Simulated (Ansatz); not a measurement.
# SiO2: a ladder of calculations

Cell of run 1: a structure deposited in the COD, atoms as given.

```cif
data_structure
_symmetry_space_group_name_H-M 'P 1'
_symmetry_Int_Tables_number 1
_cell_length_a 4.9820
_cell_length_b 4.9820
_cell_length_c 6.9630
_cell_angle_alpha 90.000
_cell_angle_beta 90.000
_cell_angle_gamma 90.000
_cell_volume 172.82
loop_
_atom_site_label
_atom_site_type_symbol
_atom_site_fract_x
_atom_site_fract_y
_atom_site_fract_z
_atom_site_occupancy
Si1 Si 0.29897 0.29897 0.00000 1
Si2 Si 0.20103 0.79897 0.25000 1
Si3 Si 0.70103 0.70103 0.50000 1
Si4 Si 0.79897 0.20103 0.75000 1
O5 O 0.23989 0.10347 0.17813 1
O6 O 0.39653 0.73989 0.42813 1
O7 O 0.76011 0.89653 0.67813 1
O8 O 0.60347 0.26011 0.92813 1
O9 O 0.73989 0.39653 0.57187 1
O10 O 0.89653 0.76011 0.32187 1
O11 O 0.26011 0.60347 0.07187 1
O12 O 0.10347 0.23989 0.82187 1
```

Sites (sets of like atoms) are named by element and the number of their first atom in this list.

Relaxed positions (PBE, cell held):

```
CELL_PARAMETERS angstrom
4.98200 0.00000 0.00000
0.00000 4.98200 0.00000
0.00000 0.00000 6.96300
ATOMIC_POSITIONS crystal
Si 0.30391 0.30391 0.00000
Si 0.19609 0.80391 0.25000
Si 0.69609 0.69609 0.50000
Si 0.80391 0.19609 0.75000
O 0.23732 0.11397 0.18374
O 0.38603 0.73732 0.43374
O 0.76268 0.88603 0.68374
O 0.61397 0.26268 0.93374
O 0.73732 0.38603 0.56626
O 0.88603 0.76268 0.31626
O 0.26268 0.61397 0.06626
O 0.11397 0.23732 0.81626
```

All runs are DFT with Ansatz 0.2.0 (plane waves and PAW, scalar-relativistic unless spin–orbit coupling is named, Γ-centred meshes, Fermi–Dirac smearing where given) in this cell.

Run 1: PBE, gradients read without the response of the cores, atoms as given; 420 eV, 5×5×4 k-points, smearing 0.02 eV.
Run 2: PBE, gradients read without the response of the cores, atoms relaxed; 420 eV, 5×5×4 k-points, smearing 0.02 eV.
Run 3: r2SCAN, gradients read without the response of the cores, at the relaxed atoms; 500 eV, 5×5×4 k-points, smearing 0.02 eV.

Question: What does each run give, and what moves the gradients most?

Answer: 

| run | Si V_zz (η) | O V_zz (η) |
| --- | --- | --- |
| 1 | -0.24 (0.60) | 9.50 (0.14) |
| 2 | -0.35 (0.75) | 9.80 (0.18) |
| 3 | -0.35 (0.70) | 9.72 (0.18) |

V_zz in 10²¹ V/m². Against run 1, the gradient tensors on these sites move by at most 0.46 in run 2 (O), 0.40 in run 3 (O). Taken one at a time, the positions of the atoms (as given or relaxed) move the tensors on these sites by up to 0.46 (largest principal value of the change, on O), the functional (r2SCAN with its higher cutoff) by 0.09 (O).

In runs 1, 3 the atoms aren't at the calculated equilibrium (largest force 0.41, 0.30 eV/Å). The cell isn't the equilibrium one in run 1 (calculated pressure 6 GPa), and the entry's cell may itself be off.
